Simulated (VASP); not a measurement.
Set up this calculation in VASP 6.6.1, as the native input.

```yaml
Task: band structure
Functional: LDA
Potentials_or_basis: VASP PAW LDA potentials, release 64 (Bi_d)
Cutoff: 520 eV
k_mesh: 12 × 12 × 10
Occupations: methfessel-paxton, width 0.1 eV
Spin: no spin polarisation
Further_INCAR_settings: ALGO = Normal; EDIFF = 1e-06; NBANDS = 22
```

The structure of Bi lies in POSCAR:

```
Bi                                      
1.0
    2.2656626712      1.3080809576      3.8879168449
   -2.2656626712      1.3080809576      3.8879168449
    0.0000000000     -2.6161619055      3.8879168449
  Bi            
     2
Direct
     0.2372661059115935    0.2372661059115935    0.2372661059115934
     0.7627338940884066    0.7627338940884066    0.7627338940884066
```

These files were run (other wordings do the same):

INCAR

```
PREC = Accurate
ENCUT = 520
EDIFF = 1E-6
ISMEAR = 1
SIGMA = 0.1
LREAL = False
LASPH = True
NELM = 80
ALGO = Normal
ISIF = 2
LWAVE = False
LCHARG = False
NBANDS = 22
```

KPOINTS

```
regular mesh
0
Gamma
  12 12 10
```

KPOINTS_OPT

```
explicit points
143
Reciprocal
 0.0000000000  0.0000000000  0.0000000000 1
 0.0357142857  0.0000000000  0.0000000000 1
 0.0714285714  0.0000000000  0.0000000000 1
 0.1071428571  0.0000000000  0.0000000000 1
 0.1428571429  0.0000000000  0.0000000000 1
 0.1785714286  0.0000000000  0.0000000000 1
[... 135 lines left out ...]
 0.6298282752  0.6298282752  0.2403434497 1
 0.6298282752  0.3701717248  0.0000000000 1
```

Potentials or basis: VASP PAW LDA potentials, release 64 (Bi_d).

Run with:

```bash
$ cat potpaw_LDA.64/Bi_d/POTCAR > POTCAR
$ mpirun -np 1 vasp_std > vasp.out
```

It gave:

```json
{"Pressure": "-1.5 GPa", "Largest force": "0.105 eV/Å", "Band gap along the path": "none (metal or under the smearing width)"}
```

Caveat: spin-orbit coupling is left out, which moves the levels of the heavy elements.

Run time: 4.3 min on 1 thread of Intel(R) Xeon(R) Platinum 8488C (Sapphire Rapids) (shared host), peak memory 0.8 GiB.
